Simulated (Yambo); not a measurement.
# GaN (F-43m) in Yambo: a run that goes wrong, beside a sound one

A flawed run on GaN and a sound one for comparison.

Program: Yambo 5.3.0. These are calculated values, not measurements. Logs are shortened: lines on timing, memory, paths and dates and some standing lists are left out, and cuts for length are marked.

## (1) The undisturbed crystal

The structure is cubic, space group F-43m (No. 216). Conventional cell: a = 4.507 Å, b = 4.507 Å, c = 4.507 Å, α = 90.00°, β = 90.00°, γ = 90.00°. Around Ga (site symmetry -43m) lie 4 N at 1.95 Å. N (site symmetry -43m) has 4 Ga at 1.95 Å as nearest neighbours.

The cell is a database's computed one.

## (2) A run with an altered input

Contents of g0w012.in:

```
gw0
dyson
el_el_corr
rim_cut
HF_and_locXC
ppa
em1d
RandQpts= 1000000
RandGvec= 50 RL
EXXRLvcs= 84 Ry
VXCRLvcs= 84 Ry
Chimod= "HARTREE"
% BndsRnXp
 1 | 29 |
%
NGsBlkXp= 1 RL
% LongDrXp
 1 | 1 | 1 |
%
PPAPntXp= 27.21138 eV
% GbndRnge
 1 | 29 |
%
GTermKind= "none"
DysSolver= "n"
ExtendOut
% QPkrange
 1 | 1 | 9 | 10 |
%
```

Contents of scf.in:

```
&CONTROL
  calculation = 'scf'
  prefix = 'pwscf'
  outdir = './tmp'
  pseudo_dir = './pseudo'
/
&SYSTEM
  ibrav = 0
  nat = 2
  ntyp = 2
  ecutwfc = 84
  nbnd = 15
  occupations = 'smearing'
  smearing = 'fd'
  degauss = 0.00367493
  force_symmorphic = .true.
/
&ELECTRONS
  conv_thr = 4d-10
  electron_maxstep = 120
  mixing_beta = 0.5
/
ATOMIC_SPECIES
Ga    69.7230 Ga.upf
N     14.0070 N.upf
CELL_PARAMETERS bohr
   0.0000000000    4.1417685145    4.1417685145
   4.1417685145    0.0000000000    4.1417685145
   4.1417685145    4.1417685145    0.0000000000
ATOMIC_POSITIONS bohr
Ga     0.0000000000    0.0000000000    0.0000000000
N      2.0708842572    2.0708842572    2.0708842572
K_POINTS automatic
10 10 10 0 0 0
```

Contents of nscf.in:

```
&CONTROL
  calculation = 'nscf'
  prefix = 'pwscf'
  outdir = './tmp'
  pseudo_dir = './pseudo'
/
&SYSTEM
  ibrav = 0
  nat = 2
  ntyp = 2
  ecutwfc = 84
  nbnd = 109
  occupations = 'fixed'
  force_symmorphic = .true.
/
&ELECTRONS
  conv_thr = 1d-08
  diago_full_acc = .true.
  diago_thr_init = 1d-06
/
ATOMIC_SPECIES
Ga    69.7230 Ga.upf
N     14.0070 N.upf
CELL_PARAMETERS bohr
   0.0000000000    4.1417685145    4.1417685145
   4.1417685145    0.0000000000    4.1417685145
   4.1417685145    4.1417685145    0.0000000000
ATOMIC_POSITIONS bohr
Ga     0.0000000000    0.0000000000    0.0000000000
N      2.0708842572    2.0708842572    2.0708842572
K_POINTS automatic
6 6 6 0 0 0
```

Potentials or basis: PseudoDojo 0.4.1 SR PBE standard.

Command:

```console
> OMP_NUM_THREADS=1 pw.x -in scf.in > scf.out
> OMP_NUM_THREADS=1 pw.x -in nscf.in > nscf.out
> cd tmp/pwscf.save; p2y; mv SAVE ../..; cd ../..
> OMP_NUM_THREADS=1 yambo
> mkdir -p g0w012; ln -s $PWD/g0w00/ndb.RIM g0w012/
> OMP_NUM_THREADS=1 yambo -F g0w012.in -J g0w012 -C g0w012_out
```

Yambo's report:

```text
[... sections 02.01 to 02.04 as in the set-up run ...]

[... 5 lines left out ...]
  [X] Bosonic    Temperature                        :  0.000000  0.000000 [eV K]
  [X] Finite Temperature mode                       : no
  [X] El. density                                   :  0.85483E+24 [cm-3]
  [X] Fermi Level                                   :  11.99398 [eV]
[... 278 lines left out ...]
   X e/h E range                                    : -1.000000 -1.000000 ev
   X Hxc Kernel                                     : HARTREE
   X BZ energy Double Grid                          : no
   X Optical Averaged directions                    : none
   Sc/G bands                                       :   1  29
   Sc/G damping                                     :  0.100000 ev
   Sc bands terminator                              : no
   Sx RL components                                 :  1893

   QP @ state[ 1 ] K range                          :  1  1
   QP @ state[ 1 ] b range                          :   9  10
   GF energies kind                                 : Perdew, Burke & Ernzerhof(X)+Perdew, Burke & Ernzerhof(C)
   GF WF`s kind                                     : Perdew, Burke & Ernzerhof(X)+Perdew, Burke & Ernzerhof(C)
   Xs energies kind                                 : Perdew, Burke & Ernzerhof(X)+Perdew, Burke & Ernzerhof(C)
   Xs WF`s kind                                     : Perdew, Burke & Ernzerhof(X)+Perdew, Burke & Ernzerhof(C)
```

o-g0w012.qp:

```text
# GW solver                                       : Newton
# GW approximation                                : PPA
# PPA imaginary Energy                            :   27.2113800    [ev]
[... 28 lines left out ...]
#
        1                   9                 0.000000          -0.092547          -0.092547          -18.78396          -21.71523           2.825207           2.838728          -3.972609           0.872607          -0.815160E-3        9.955709           66.11402
        1                  10                 2.304621           3.430672           1.126051          -14.01953          -9.955439          -2.776049          -2.938040          -3.914310           0.874241          -0.791338E-3       -10.09387           65.20906
#
```

Run time: 84 s. Hardware: 1 thread of Arm Neoverse V2, shared host; peak memory 0.29 GiB.

The run ended normally. What is wrong with the input: screening kept to one reciprocal lattice vector. The program ran through all the same, so the numbers look like a result but aren't the crystal's properties.

## (3) G0W0 quasiparticle levels, PBE (volume scaled by 0.92)

Contents of g0w06.in:

```
gw0
dyson
el_el_corr
rim_cut
HF_and_locXC
ppa
em1d
RandQpts= 1000000
RandGvec= 50 RL
EXXRLvcs= 40 Ry
VXCRLvcs= 40 Ry
Chimod= "HARTREE"
% BndsRnXp
 1 | 109 |
%
NGsBlkXp= 12 Ry
% LongDrXp
 1 | 1 | 1 |
%
PPAPntXp= 27.21138 eV
% GbndRnge
 1 | 109 |
%
GTermKind= "none"
DysSolver= "n"
ExtendOut
% QPkrange
 1 | 1 | 8 | 10 |
%
```

scf.in is that of step 2.

nscf.in is that of step 2.

Potentials or basis: PseudoDojo 0.4.1 SR PBE standard.

Command:

```console
> OMP_NUM_THREADS=1 pw.x -in scf.in > scf.out
> OMP_NUM_THREADS=1 pw.x -in nscf.in > nscf.out
> cd tmp/pwscf.save; p2y; mv SAVE ../..; cd ../..
> OMP_NUM_THREADS=1 yambo
> mkdir -p g0w06; ln -s $PWD/g0w00/ndb.pp* g0w06/
> mkdir -p g0w06; ln -s $PWD/g0w00/ndb.RIM g0w06/
> OMP_NUM_THREADS=1 yambo -F g0w06.in -J g0w06 -C g0w06_out
```

Results (log left out):

```
Band gap on the k mesh, mean-field level          : 2.30 eV, direct
Quasiparticle gap                                 : 2.63 eV
Least direct quasiparticle gap                    : 2.63 eV
Quasiparticle gap at Γ                            : 2.63 eV
Band gap of the same states before the correction : 2.30 eV
```

Quasiparticle terms (eV):
| k point | band | Kohn-Sham level | Vxc | Σx | Σc | Z | result |
| --- | --- | --- | --- | --- | --- | --- | --- |
| (0.000, 0.000, 0.000) | 8 | 0.00 | -18.76 | -21.60 | 2.72 | 0.80 | -0.10 |
| (0.000, 0.000, 0.000) | 9 | 0.00 | -18.76 | -21.60 | 2.72 | 0.80 | -0.10 |
| (0.000, 0.000, 0.000) | 10 | 2.30 | -14.03 | -9.95 | -3.80 | 0.82 | 2.53 |

Caveat: the potentials hold a filled d shell without the s and p states of that shell, which can shift GW gaps by tenths of an eV, either way; this version prints the column dSc/dw multiplied by 27.2. A k mesh can miss the band edges.
